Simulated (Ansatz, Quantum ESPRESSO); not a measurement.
# Ga1-xInxP: cell size against composition

Does the cell follow a straight line between the end members?

Calculated with Ansatz 0.2.0, r2SCAN, PAW files of the set soft_1, cutoff 600 eV, Fermi–Dirac smearing 0.02 eV, k-mesh 4×4×4, no spin polarisation, no spin-orbit coupling.

Each composition is one ordered cell of the zinc blende structure with 8 sites to fill (x is the share of In on the Ga sites), chosen so that its near-neighbour pairs are as close to random as the cell allows, with cell and atoms relaxed. The cell at x = 0.125: a = 7.7938 Å, b = 7.7938 Å, c = 7.7938 Å, α = 60.00°, β = 60.00°, γ = 60.00°.

```csv
atom,x,y,z
In,0.0000,0.0000,0.0000
Ga,0.0000,0.0000,0.5000
Ga,0.0000,0.5000,0.0000
Ga,0.0000,0.5000,0.5000
Ga,0.5000,0.0000,0.0000
Ga,0.5000,0.0000,0.5000
Ga,0.5000,0.5000,0.0000
Ga,0.5000,0.5000,0.5000
P,0.3750,0.3750,0.3750
P,0.3750,0.3750,0.8751
P,0.3750,0.8751,0.3750
P,0.3906,0.8698,0.8698
P,0.8751,0.3750,0.3750
P,0.8698,0.3906,0.8698
P,0.8698,0.8698,0.3906
P,0.8698,0.8698,0.8698
```

```csv
x,formula,space group,volume for each atom (Å³)
0,GaP,F-43m,20.250
0.125,InGa7P8,F-43m,20.923
0.25,InGa3P4,Amm2,21.597
0.5,InGaP2,Ima2,22.947
0.625,In5Ga3P8,R3m,23.661
0.75,In3GaP4,Amm2,24.348
0.875,In7GaP8,F-43m,25.049
1,InP,F-43m,25.776
```

**Question.** Fit the trend and give the value at x = 0.375, a row left out above.

The law is y = (1 − x) y0 + x y1 − b x(1 − x). With w = x(1 − x) and δ the distance of each inner row from the straight line, b = −Σδw/Σw².

| x | w | δ |
| --- | --- | --- |
| 0.125 | 0.1094 | −0.018 |
| 0.25 | 0.1875 | −0.034 |
| 0.5 | 0.2500 | −0.066 |
| 0.625 | 0.2344 | −0.043 |
| 0.75 | 0.1875 | −0.047 |
| 0.875 | 0.1094 | −0.036 |

Σδw = −0.04761 and Σw² = 0.2117, so b = 0.225 Å³. At x = 0.375 the law gives 22.270 Å³. The run itself gives 22.285 Å³, so the estimate misses by 0.015 Å³; the fitted rows themselves lie up to 0.012 Å³ off the law.

At x = 0.5 the bowing term is 0.24 % of the value there, against 27.3 % between the ends, so the straight line holds well.

One small ordered cell stands for each composition, so a random alloy may differ.

The same fit over all rows at other levels or in other programs gives b = 0.216 Å³ with PBEsol (Ansatz) and 0.225 Å³ with PBEsol (Quantum ESPRESSO, GBRV).

[Logs are printed without paths, hosts, clocks, repeated set-up lines and the standing remarks that a program may print on its own settings, such as how far it seeks lower states.]
